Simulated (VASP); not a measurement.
A run of VASP 6.6.1:

Contents of INCAR:

```
  PREC = Accurate
  ENCUT = 520
  EDIFF = 1E-8
  ISMEAR = 0
  SIGMA = 0.02
  LREAL = F
  LASPH = T
  NELM = 100
  ALGO = Normal
  ISIF = 2
  LWAVE = F
  LCHARG = F
  METAGGA = R2SCAN
  LMIXTAU = T
  NBANDS = 16
  IBRION = 6
  NFREE = 2
  POTIM = 0.015
  NSW = 1
  KPAR = 4
```

KPOINTS

```
Automatic mesh
0
Gamma
  15 15 6
```

File POSCAR:

```
BN                                      
1.0
    2.5025138742     -0.0000000000     -0.0000000000
   -1.2512569371      2.1672405837      0.0000000000
   -0.0000000000     -0.0000000000      6.7897983178
  B               N             
     2     2
Direct
     0.3333333300000021    0.6666666699999979    0.2500000000000000
     0.6666666699999979    0.3333333300000021    0.7500000000000000
     0.3333333300000021    0.6666666699999979    0.7500000000000000
     0.6666666699999979    0.3333333300000021    0.2500000000000000
```

Potentials or basis: VASP PAW PBE potentials, release 64 (B, N).

Command:

```bash
$ cat potpaw_PBE.64/B/POTCAR potpaw_PBE.64/N/POTCAR > POTCAR
$ mpirun -np 4 vasp_std > vasp.out
```

Hardware: 4 MPI ranks on Intel(R) Xeon(R) Platinum 8488C (Sapphire Rapids) (shared host).

Problem. Estimate the wall time of this run.

Solution. It took 14 min on 4 MPI ranks on Intel(R) Xeon(R) Platinum 8488C (Sapphire Rapids), with other jobs on the host, peak memory 0.46 GiB a rank. Counts: scf iterations 133, k points 108.
